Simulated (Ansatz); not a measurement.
**Al2Pt under changes of volume**

One of the cells (17.202 Å³/atom); the others are scaled copies at fixed shape and fractional positions:

```
CELL_PARAMETERS angstrom
0.00000 2.95500 2.95500
2.95500 0.00000 2.95500
2.95500 2.95500 0.00000
ATOMIC_POSITIONS crystal
Pt 0.00000 0.00000 0.00000
Al 0.75000 0.75000 0.75000
Al 0.25000 0.25000 0.25000
```

| Item | Value |
| --- | --- |
| Program | Ansatz 0.2.0 |
| Functional | LDA |
| Potentials or basis | Ansatz PAW |
| Cutoff | 420 eV (not typed: the program's choice for these potentials) |
| k mesh | 8 × 8 × 8 |
| Occupations | fermi-dirac, width 0.05 eV |
| Spin | no spin polarisation |

```csv
volume (Å³/atom),energy over the lowest point (meV/atom),pressure (GPa)
16.170,7.87,5.2
16.514,?,?
16.858,0.00,-1.2
17.202,5.64,-3.9
17.546,16.74,-6.3
17.890,32.76,-8.5
18.234,53.13,-10.4
```

Task: What does the run at 16.514 Å³/atom give?

Result: Energy over the lowest point 0.51 meV/atom; pressure 1.8 GPa.

Worked out: A Birch-Murnaghan fit of order 3 (a polynomial in V^(-2/3)) to the other rows has its minimum at 16.71 Å³/atom with B0 = V·E''(V) = 145 GPa and B' = 4.5. It gives 0.50 meV/atom at 16.514 Å³/atom, against the run's 0.51, and -dE/dV = 1.8 GPa, against 1.8.

Energies are extrapolated to zero smearing.

Caveats: the PAW data sets come from PBE, with cores solved anew for the run's functional, which leaves a small shift of forces and pressure.
